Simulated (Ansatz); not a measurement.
# TlBr (CsCl type): how the settings move a single-point run

How sensitive is a single-point run of TlBr (CsCl type) to its settings? A reference run comes first, then one run with altered input.

Method: reference: DFT, PBE, all-electron LAPW, scalar-relativistic, in Ansatz 0.2.0.

2 further runs of the same task are left out: 1 for a known fault of the program, 1 that didn't finish.

### 1 The structure to begin with

It takes space group Pm-3m (No. 221, cubic). The conventional cell has a = 3.912 Å, b = 3.912 Å, c = 3.912 Å, α = 90.00°, β = 90.00°, γ = 90.00°. Around Tl (site symmetry m-3m) lie 8 Br at 3.39 Å. Around Br (site symmetry m-3m) lie 8 Tl at 3.39 Å.

Structure file:

```cif
data_structure
_symmetry_space_group_name_H-M 'Pm-3m'
_symmetry_Int_Tables_number 221
_cell_length_a 3.9120
_cell_length_b 3.9120
_cell_length_c 3.9120
_cell_angle_alpha 90.000
_cell_angle_beta 90.000
_cell_angle_gamma 90.000
_cell_volume 59.87
loop_
_atom_site_label
_atom_site_type_symbol
_atom_site_symmetry_multiplicity
_atom_site_Wyckoff_symbol
_atom_site_fract_x
_atom_site_fract_y
_atom_site_fract_z
_atom_site_occupancy
Tl1 Tl 1 a 0.00000 0.00000 0.00000 1
Br1 Br 1 b 0.50000 0.50000 0.50000 1
```

### 2 Baseline

input.yaml reads:

```yaml
crystal:
  lattice:
    - [3.9120013993, 0.0, 0.0]
    - [0.0, 3.9120013993, 0.0]
    - [0.0, 0.0, 3.9120013993]
  atoms:
    - { symbol: Tl, position: [0.0, 0.0, 0.0] }
    - { symbol: Br, position: [0.5, 0.5, 0.5] }
kpoints:
  mp_grid: { grid: [12, 12, 12] }
scf:
  occupations: { method: fermi_dirac, width: 0.08 }
hamiltonian:
  xc: pbe
  pseudopotentials: { kind: all_electron, lapw: { basis_error: 0.001 } }
output:
  forces: true
  stress: true
  eigenvalues: true
  populations: true
```

Run with:

```bash
ansatz run input.yaml --threads 1 --pin off --max-ram 2048MiB --backend cpu --events-out ev --progress --plain --runs-dir out
```

### 3 Changing settings: mp_grid.shift [0.5, 0.5, 0.5], occupations.method tetrahedron_uncorrected, width left out

input.yaml, as its differences from that of step 2:

```diff
@@ -9,5 +9,5 @@
 kpoints:
-  mp_grid: { grid: [12, 12, 12] }
+  mp_grid: { grid: [12, 12, 12], shift: [0.5, 0.5, 0.5] }
 scf:
-  occupations: { method: fermi_dirac, width: 0.08 }
+  occupations: { method: tetrahedron_uncorrected }
 hamiltonian:
```

Q: Predict the outcome of this session. Wanted: for each run, ending; energy change; pressure; gap; force.

The runs gave:

```tsv
run	ending	energy change	pressure (GPa)	gap (eV)	force (eV/Å)	cycles	time
reference	converged	0	2.7	1.71	0.00	9	22 s
1: mp_grid.shift [0.5, 0.5, 0.5], occupations.method tetrahedron_uncorrected, width left out	converged	0.0 meV/atom (σ→0)	2.7	2.08	0.00	9	15 s
```

Residual by cycle in the longest SCF loop of each run; runs are numbered as in the table. The quantity is the density residual dr2, in eV.

```tsv
cycle	reference	run 1
1	0.44	0.44
2	0.0895	0.0895
3	0.0344	0.0344
4	0.00136	0.00136
5	3.9e-5	3.9e-5
6	7.4e-6	7.4e-6
7	2.3e-6	2.3e-6
8	1.1e-7	1.0e-7
9	1.3e-8	1.3e-8
```

What this shows: Changing the k-point mesh and smearing moves the energy by 0.0 meV/atom (σ→0 values), and the gap on the mesh goes from 1.71 to 2.08 eV. More than one kind of setting changed, and this run alone doesn't tell their shares apart. A gap read on a mesh depends on which points the mesh holds, and a coarse mesh shifts the density too. Cost: 15 s against 22 s. The gap of the reference lacks spin-orbit coupling, though the cell holds Tl.

These are semilocal Kohn-Sham gaps, which aren't the measured quantity. Such gaps usually fall short of the measured ones; spin-orbit coupling, left out here, narrows gaps with Tl, so the two errors partly cancel.
